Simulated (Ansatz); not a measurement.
Write the native input for Ansatz 0.2.0 that does the following.

- Task: elastic constants
- Functional: LDA
- Potentials or basis: Ansatz PAW
- Cutoff: 420 eV (not typed: the program's choice for these potentials)
- k mesh: 10 × 10 × 3
- Occupations: fermi-dirac, width 0.05 eV
- Spin: collinear spin, ferromagnetic start
- Starting moments: [2.0, 2.0, 2.0, 2.0] μB
- Atoms under strain: relaxed

Crystal: Co.

```xyz
4
Lattice="2.4706 0.0000 0.0000 -1.2353 2.1396 0.0000 0.0000 0.0000 8.0882" Properties=species:S:1:pos:R:3 pbc="T T T"
Co    1.2353    0.7132    6.0662
Co    0.0000    0.0000    4.0441
Co    0.0000    1.4264    2.0221
Co    0.0000    0.0000    0.0000
```

The input as run:

input.yaml

```yaml
crystal:
  lattice:
    - [2.4705617809, 0.0, 0.0]
    - [-1.2352808905, 2.1395692639, 0.0]
    - [0.0, 0.0, 8.0882338]
  atoms:
    - { symbol: Co, position: [0.6666666667, 0.3333333333, 0.75], spin: 2.0 }
    - { symbol: Co, position: [0.0, 0.0, 0.5], spin: 2.0 }
    - { symbol: Co, position: [0.3333333333, 0.6666666667, 0.25], spin: 2.0 }
    - { symbol: Co, position: [0.0, 0.0, 0.0], spin: 2.0 }
hamiltonian:
  xc: lda
  pseudopotentials: { kind: paw }
magnetization:
  spin_polarized: true
kpoints:
  mp_grid: { grid: [10, 10, 3] }
scf:
  occupations: { method: fermi_dirac, width: 0.05 }
output:
  forces: true
  stress: true
elastic:
  mode: relaxed_ion
  stencil: two_point
```

Potentials or basis: Ansatz PAW.

Command:

```sh
$ ansatz run input.yaml --threads 2 --pin off --max-ram 5120MiB --backend cpu --events-out ev --progress --plain --runs-dir out
```

It gave:

```yaml
Pressure: -13.7 GPa
Band_gap_on_the_k_mesh: none (metal or under the smearing width)
Net_moment: 6.58 μB per cell
Absolute_moment: 6.97 μB per cell
Site_moments: Co +1.70, +1.68 μB
Voigt_bulk_modulus: 203 GPa
```

Caveat: the cell is more than 3 GPa from zero pressure, which shifts response properties; elastic constants of metals need much finer meshes, so these are rough; the pressure holds a Pulay correction of +0.3 GPa for the finite cutoff; the PAW data sets come from PBE, with cores solved anew for the run's functional, which leaves a small shift of forces and pressure.

Run time: 2.8 min on 2 threads of Arm Neoverse N1 (shared host), peak memory 0.54 GiB.
